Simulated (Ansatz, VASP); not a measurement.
One calculation of BN, two programs

```
CELL_PARAMETERS angstrom
0.00000 1.71598 1.71598
1.71598 0.00000 1.71598
1.71598 1.71598 0.00000
ATOMIC_POSITIONS crystal
B 0.00000 0.00000 0.00000
N 0.50000 0.50000 0.50000
```

Alike in both runs: task single point; functional PBE; k mesh 10 × 10 × 10; no spin polarisation.

```csv
,VASP,Ansatz
version,VASP 6.6.1,Ansatz 0.2.0
potentials or method,"VASP PAW PBE potentials, release 64 (B, N)","plane waves, PAW"
plane-wave cutoff (eV),520,420
occupations,"gaussian, width 0.01 eV",fixed
valence electrons in the cell,8,8
```

VASP gave:

- gap on the k mesh at the Fermi level (eV): 1.74
- pressure (GPa): 26.5

Question: Estimate Ansatz's values.

Answer: gap on the k mesh at the Fermi level (eV): 1.75; pressure (GPa): 26.5.

Caveats: so large a pressure means that the cell lies far from this level's equilibrium, or that cutoff or potentials fall short (VASP). A k mesh can miss the band edges.
